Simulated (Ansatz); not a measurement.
## C under changes of volume

One of the cells (5.672 Å³/atom); the others are scaled copies at fixed shape and fractional positions:

```
CELL_PARAMETERS angstrom
0.00000 1.78337 1.78337
1.78337 0.00000 1.78337
1.78337 1.78337 0.00000
ATOMIC_POSITIONS crystal
C 0.75000 0.75000 0.75000
C 0.50000 0.50000 0.50000
```

This isn't the form of C at room conditions, which is graphite.

| Property | Result |
| --- | --- |
| Program | Ansatz 0.2.0 |
| Functional | CAM-B3LYP |
| Potentials or basis | Ansatz PAW |
| Cutoff | 420 eV (not typed: the program's choice for these potentials) |
| k mesh | 7 × 7 × 7 |
| Occupations | fermi-dirac, width 0.05 eV |
| Spin | no spin polarisation |

```tsv
volume (Å³/atom)	energy over the lowest point (meV/atom)	pressure (GPa)	gap on the mesh (eV)
5.332	19.22	24.5	8.98
5.445	5.91	13.3	8.91
5.558	0.00	3.1	8.85
5.672	?	?	?
5.785	8.81	-14.7	8.72
5.899	22.06	-22.5	8.67
6.012	40.63	-29.6	8.60
```

Question: What does the run at 5.672 Å³/atom give?

Answer: Energy over the lowest point 1.22 meV/atom; pressure -6.3 GPa; gap on the mesh 8.78 eV.

Worked out: A Birch-Murnaghan fit of order 3 (a polynomial in V^(-2/3)) to the other rows has its minimum at 5.59 Å³/atom with B0 = V·E''(V) = 471 GPa and B' = 3.6. It gives 1.25 meV/atom at 5.672 Å³/atom, against the run's 1.22, and -dE/dV = -6.3 GPa, against -6.3. A straight line through the other rows of the gap, of slope -3.12 eV per unit of ln V, gives 8.79 eV, against the run's 8.78.

Energies are extrapolated to zero smearing.

Caveats: all runs use coarse meshes; odd divisions of the mesh miss points on the zone boundary, where band edges often lie, so the gap on the mesh can be too wide; the PAW data sets come from PBE, with cores solved anew for the run's functional, which leaves a small shift of forces and pressure; the thresholds are loose for stress.

A mesh can miss the band edges.
